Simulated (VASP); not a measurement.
# Zn (P6_3/mmc) in VASP: elastic constants with LDA

Aim: the elastic constants of Zn with LDA.

Everything below comes from runs of VASP 6.6.1. Logs are shortened: lines on timing, memory, paths and dates and some standing lists are left out, and cuts for length are marked.

### 1 Starting point

It takes space group P6_3/mmc (No. 194, hexagonal). Conventional cell: a = 2.614 Å, b = 2.614 Å, c = 4.873 Å, α = 90.00°, β = 90.00°, γ = 120.00°. Zn (site symmetry -6m2) is surrounded by 12 Zn at 2.61 to 2.87 Å.

### 2 Elastic constants, LDA

The input, POSCAR:

```
Zn
1.0
    2.6143598000      0.0000000000      0.0000000000
   -1.3071799000      2.2641020000      0.0000000000
    0.0000000000      0.0000000000      4.8731610200
Zn
2
Direct
    0.3333333300      0.6666666700      0.2500000000
    0.6666666700      0.3333333300      0.7500000000
```

The input, INCAR.step1:

```
SYSTEM = Zn
ALGO     = Fast           ! electronic algorithm
EDIFF    = 1E-8           ! SCF threshold, eV
EDIFFG   = -0.002         ! ionic threshold
ENCUT    = 580            ! plane-wave cutoff, eV
GGA      = CA             ! functional
IBRION   = 2              ! ionic algorithm
ISIF     = 3              ! what is computed and relaxed
ISMEAR   = 0              ! smearing method
LASPH    = .TRUE.         ! aspherical terms in the spheres
LCHARG   = .FALSE.        ! write CHGCAR
LREAL    = .FALSE.        ! projectors in reciprocal space
LWAVE    = .FALSE.        ! write WAVECAR
NELM     = 80             ! most SCF steps
NSW      = 40             ! ionic steps
PREC     = Accurate       ! precision mode
SIGMA    = 0.1            ! smearing width, eV
```

The input, INCAR.step2:

```
SYSTEM = Zn
ALGO     = Fast           ! electronic algorithm
EDIFF    = 1E-8           ! SCF threshold, eV
ENCUT    = 580            ! plane-wave cutoff, eV
GGA      = CA             ! functional
IBRION   = 6              ! ionic algorithm
ISIF     = 3              ! what is computed and relaxed
ISMEAR   = 0              ! smearing method
LASPH    = .TRUE.         ! aspherical terms in the spheres
LCHARG   = .FALSE.        ! write CHGCAR
LREAL    = .FALSE.        ! projectors in reciprocal space
LWAVE    = .FALSE.        ! write WAVECAR
NELM     = 80             ! most SCF steps
NFREE    = 2            
NSW      = 1              ! ionic steps
POTIM    = 0.015          ! step
PREC     = Accurate       ! precision mode
SIGMA    = 0.1            ! smearing width, eV
```

The input, KPOINTS:

```
k-points
0
G
  18 18 10
  0 0 0
```

Potentials or basis: VASP PAW LDA potentials, release 64 (Zn).

Started as:

```
cat potpaw_LDA.64/Zn/POTCAR > POTCAR
cp INCAR.step1 INCAR
mpirun -np 1 vasp_std > vasp.out
cp CONTCAR POSCAR
cp INCAR.step2 INCAR
mpirun -np 1 vasp_std > vasp.out
```

OUTCAR:

```text
SYSTEM = Zn
   EDIFF = 1E-8
   ENCUT = 580
   GGA = CA
   IBRION = 6
   ISIF = 3
   ISMEAR = 0
   LASPH = .TRUE.
   LREAL = .FALSE.
   NELM = 80
   NFREE = 2
   NSW = 1
   POTIM = 0.015
   PREC = Accurate

 ion  position               nearest neighbor table
   1  0.333  0.667  0.250-   2 2.84   2 2.84   2 2.84   2 2.84   2 2.84   2 2.84
   2  0.667  0.333  0.750-   1 2.84   1 2.84   1 2.84   1 2.84   1 2.84   1 2.84

  LATTYP: Found a hexagonal cell.
 ALAT       =     2.5570033621
 C/A-ratio  =     1.8994778991

  Lattice vectors:

 A1 = (   2.5570033621,   0.0000000000,   0.0000000000)
 A2 = (  -1.2785016811,   2.2144298678,   0.0000000000)
 A3 = (   0.0000000000,   0.0000000000,   4.8569713743)

Analysis of symmetry for initial positions (statically):
=====================================================================
 Subroutine PRICEL returns:
 Original cell was already a primitive cell.

 Routine SETGRP: Setting up the symmetry group for a
 hexagonal supercell.

 Subroutine GETGRP returns: Found 24 space group operations
 (whereof 12 operations were pure point group operations)
 out of a pool of 24 trial point group operations.

The static configuration has the point symmetry D_3d.
 The point group associated with its full space group is D_6h.

Analysis of symmetry for dynamics (positions and initial velocities):
=====================================================================
 Subroutine PRICEL returns:
 Original cell was already a primitive cell.

 Routine SETGRP: Setting up the symmetry group for a
 hexagonal supercell.

 Subroutine GETGRP returns: Found 24 space group operations
 (whereof 12 operations were pure point group operations)
 out of a pool of 24 trial point group operations.

The dynamic configuration has the point symmetry D_3d.
 The point group associated with its full space group is D_6h.

 Subroutine INISYM returns: Found 24 space group operations
 (whereof 12 operations are pure point group operations),
 and found     1 'primitive' translations

----------------------------------------------------------------------------------------

                                     Primitive cell

  volume of cell :      27.5017

  direct lattice vectors                    reciprocal lattice vectors
     2.557003362  0.000000000  0.000000000     0.391082787  0.225791752  0.000000000
    -1.278501681  2.214429868  0.000000000     0.000000000  0.451583504  0.000000000
     0.000000000  0.000000000  4.856971374     0.000000000  0.000000000  0.205889622

  length of vectors
     2.557003362  2.557003361  4.856971374     0.451583504  0.451583504  0.205889622

  position of ions in fractional coordinates (direct lattice)
     0.333333330  0.666666670  0.250000000
     0.666666670  0.333333330  0.750000000

  ion indices of the primitive-cell ions
   primitive index   ion index
                 1           1
                 2           2

----------------------------------------------------------------------------------------

 KPOINTS: k-points

Automatic generation of k-mesh.
 Grid dimensions read from file:
[... 116 lines left out ...]

  energy without entropy =       -3.75826748  energy(sigma->0) =       -3.75879928

------------------------ aborting loop because EDIFF is reached ----------------------------------------

  FORCE on cell =-STRESS in cart. coord.  units (eV):
  Direction    XX          YY          ZZ          XY          YZ          ZX
  --------------------------------------------------------------------------------------
  -------------------------------------------------------------------------------------
  Total        0.0141289      0.0141289      0.0093643     -0.0000000      0.0000000     -0.0000000
  in kB        0.8231165      0.8231165      0.5455391     -0.0000000      0.0000000     -0.0000000
  external PRESSURE =       0.7305907 kB  Pullay stress =       0.0000000 kB
[... 89 lines left out ...]
  FREE ENERGIE OF THE ION-ELECTRON SYSTEM (eV)
  ---------------------------------------------------
  free  energy   TOTEN  =        -3.7539362678 eV

  energy  without entropy=       -3.7528175083  energy(sigma->0) =       -3.75337689

[... ionic steps 4 to 14 ...]

--------------------------------------- Ionic step       15  -------------------------------------------

 number of electron      23.9999976 magnetization

------------------------ aborting loop because EDIFF is reached ----------------------------------------
[... 67 lines left out ...]
--------------------------------------- Ionic step       17  -------------------------------------------

 number of electron      23.9999977 magnetization

 Free energy of the ion-electron system (eV)
  ---------------------------------------------------
  ext. energy  EPLUGINS =         0.00000000
  ---------------------------------------------------
  free energy    TOTEN  =        -3.75907523 eV

  energy without entropy =       -3.75804030  energy(sigma->0) =       -3.75855776

 E-fermi :   3.6209     XC(G=0): -12.4258

 val. band max:        3.5946339014   @ k =   0.2778   0.2778   0.3000
 cond. band min:       3.6329808536   @ k =   0.3333   0.2778   0.5000
 fundamental gap:      0.0383469522
 Fermi energy:         3.6209191049

 k-point     1 :       0.0000    0.0000    0.0000
  band No.  band energies     occupation
      1      -7.6019      2.00000
      2      -5.5901      2.00000
      3      -4.7257      2.00000
      4      -4.4175      2.00000
      5      -4.4175      2.00000
      6      -4.3629      2.00000
[... 433 lines left out ...]
      3      -4.9608      2.00000
      4      -4.4351      2.00000
      5      -4.2433      2.00000
      6      -4.2389      2.00000
[... 8 lines left out ...]
     15       9.5384      0.00000
     16      10.8450      0.00000

 [... further k-points ...]

------------------------ aborting loop because EDIFF is reached ----------------------------------------

  FORCE on cell =-STRESS in cart. coord.  units (eV):
  Direction    XX          YY          ZZ          XY          YZ          ZX
  --------------------------------------------------------------------------------------
  -------------------------------------------------------------------------------------
  Total        0.0033774      0.0033774      0.0008332      0.0000000      0.0000000      0.0000000
  in kB        0.1967577      0.1967577      0.0485390      0.0000000      0.0000000      0.0000000
  external PRESSURE =       0.1473515 kB  Pullay stress =       0.0000000 kB
[... 17 lines left out ...]
  FREE ENERGIE OF THE ION-ELECTRON SYSTEM (eV)
  ---------------------------------------------------
  free  energy   TOTEN  =        -3.7590752279 eV

  energy  without entropy=       -3.7580402993  energy(sigma->0) =       -3.75855776

 INTERNAL STRAIN TENSORS FROM STRAINED CELLS
 ============================================

 INTERNAL STRAIN TENSOR FOR ION    1 for displacements in x,y,z  (eV/Angst):
          X           Y           Z          XY          YZ          ZX
  --------------------------------------------------------------------------------
  x     0.00000    -0.00000     0.00000     0.17469     0.00000     0.00000
  y     0.17540    -0.16412    -0.00000    -0.00000    -0.00004     0.00004
  z     0.00000    -0.00000     0.00000    -0.00000    -0.00353    -0.00000

 INTERNAL STRAIN TENSORS FROM DISPLACED ATOMS
 ============================================

 INTERNAL STRAIN TENSOR FOR ION    1 for displacements in x,y,z  (eV/Angst):
          X           Y           Z          XY          YZ          ZX
  --------------------------------------------------------------------------------
  x     0.00000     0.00000     0.00000     0.16305     0.00000     0.00000
  y     0.16305    -0.16305     0.00000     0.00000     0.00000     0.00000
  z    -0.00000     0.00000     0.00000     0.00000     0.00000     0.00000

 INTERNAL STRAIN TENSOR FOR ION    2 for displacements in x,y,z  (eV/Angst):
          X           Y           Z          XY          YZ          ZX
  --------------------------------------------------------------------------------
  x     0.00000     0.00000     0.00000    -0.16305     0.00000     0.00000
  y    -0.16305     0.16305    -0.00000     0.00000     0.00000     0.00000
  z     0.00000     0.00000    -0.00000     0.00000    -0.00000     0.00000

 Eigenvectors and eigenvalues of the dynamical matrix
 ----------------------------------------------------

   1 f  =    4.181453 THz    26.272842 2PiTHz  139.478246 cm-1    17.293091 meV
             X         Y         Z           dx          dy          dz
     -0.000000  1.476287  1.214243     0.000000    0.000000    0.707107
      1.278502  0.738143  3.642729     0.000000    0.000000   -0.707107
[... 16 lines left out ...]
   5 f  =    0.000000 THz     0.000000 2PiTHz    0.000000 cm-1     0.000000 meV
             X         Y         Z           dx          dy          dz
     -0.000000  1.476287  1.214243     0.703928   -0.066366   -0.008970
      1.278502  0.738143  3.642729     0.703928   -0.066366   -0.008970

   6 f/i=    0.000000 THz     0.000000 2PiTHz    0.000002 cm-1     0.000000 meV
             X         Y         Z           dx          dy          dz
     -0.000000  1.476287  1.214243    -0.007076   -0.167883    0.686852
      1.278502  0.738143  3.642729    -0.007076   -0.167883    0.686852

--------------------------------------------------------------------------------------------------------

 ELASTIC MODULI CONTR FROM IONIC RELAXATION (kBar)
 Direction    XX          YY          ZZ          XY          YZ          ZX
 --------------------------------------------------------------------------------
 XX          -2.4291      2.4291     -0.0000     -0.0000      0.0000      0.0000
 YY           2.4291     -2.4291      0.0000      0.0000     -0.0000      0.0000
 ZZ          -0.0000      0.0000     -0.0000     -0.0000     -0.0000      0.0000
 XY          -0.0000      0.0000     -0.0000     -2.4291      0.0000      0.0000
 YZ           0.0000     -0.0000     -0.0000      0.0000     -0.0000      0.0000
 ZX           0.0000      0.0000      0.0000      0.0000      0.0000      0.0000
 --------------------------------------------------------------------------------

 TOTAL ELASTIC MODULI (kBar)
 Direction    XX          YY          ZZ          XY          YZ          ZX
 --------------------------------------------------------------------------------
 XX        2615.5202    522.7194    465.9335      0.0000     -0.0000      0.0000
 YY         522.7194   2615.5202    465.9335      0.0000     -0.0000      0.0000
 ZZ         465.9335    465.9335   1160.4813     -0.0000      0.0000      0.0000
 XY          -0.0000      0.0000     -0.0000   1046.4004     -0.0000      0.0000
 YZ           0.0000      0.0000      0.0000      0.0000    507.0266      0.0000
 ZX           0.0000      0.0000      0.0000     -0.0000      0.0000    507.0266
 --------------------------------------------------------------------------------
```

It took 35 min on 1 thread of Intel Xeon 6975P-C (Granite Rapids), shared host; peak memory 0.82 GiB.

What came out:

| Item | Value |
| --- | --- |
| Relaxed volume | 13.75 Å³/atom |
| Relaxed cell | a = 2.557 Å, b = 2.557 Å, c = 4.857 Å, α = 90.00°, β = 90.00°, γ = 120.00° |
| Space group after relaxing (to 0.05 Å) | P6_3/mmc (No. 194) |
| Voigt bulk modulus | 103 GPa |
| Highest phonon frequency at Γ | 139 cm⁻¹ |

Step by step:
| step | energy change (eV) | largest force (eV/Å) | pressure (GPa) | volume (Å³) |
| --- | --- | --- | --- | --- |
| 1 | 0.0000 | 0.0000 | -4.86 | 28.85 |
| 2 | -0.0238 | 0.0000 | 1.74 | 27.05 |
| 3 | -0.0258 | 0.0000 | 0.13 | 27.43 |
| 4 | -0.0258 | 0.0000 | 0.02 | 27.45 |
| 5 | -0.0260 | 0.0000 | -0.02 | 27.48 |
| 6 | -0.0260 | 0.0000 | -0.04 | 27.52 |
| 7 | -0.0260 | 0.0000 | -0.04 | 27.52 |
| 8 | -0.0261 | 0.0000 | -0.02 | 27.50 |
| 9 | -0.0261 | 0.0000 | 0.00 | 27.50 |
| 10 | -0.0261 | 0.0000 | 0.02 | 27.50 |
| 11 | -0.0261 | 0.0000 | 0.03 | 27.50 |
| 12 | -0.0261 | 0.0000 | 0.03 | 27.50 |
| 13 | -0.0261 | 0.0000 | 0.03 | 27.50 |
| 14 | -0.0261 | 0.0000 | 0.02 | 27.50 |
| 15 | -0.0261 | 0.0000 | 0.01 | 27.50 |

Final structure:
```xyz
2
Lattice="2.5570 0.0000 0.0000 -1.2785 2.2144 0.0000 0.0000 0.0000 4.8570" Properties=species:S:1:pos:R:3 pbc="T T T"
Zn    0.0000    1.4763    1.2142
Zn    1.2785    0.7381    3.6427
```

Phonon frequencies in cm⁻¹ (negative: imaginary):
```
              q point      frequencies
(0.000, 0.000, 0.000)  0 0 0 73 73 139
```

Elastic tensor in Voigt notation (GPa, in the Cartesian axes of the cell as first typed):
```
262  52  47   0   0   0
 52 262  47   0   0   0
 47  47 116   0   0   0
  0   0   0  51   0   0
  0   0   0   0  51   0
  0   0   0   0   0 105
```

Clamped-ion elastic tensor (GPa):
```
262  52  47   0   0   0
 52 262  47   0   0   0
 47  47 116   0   0   0
  0   0   0  51   0   0
  0   0   0   0  51   0
  0   0   0   0   0 105
```
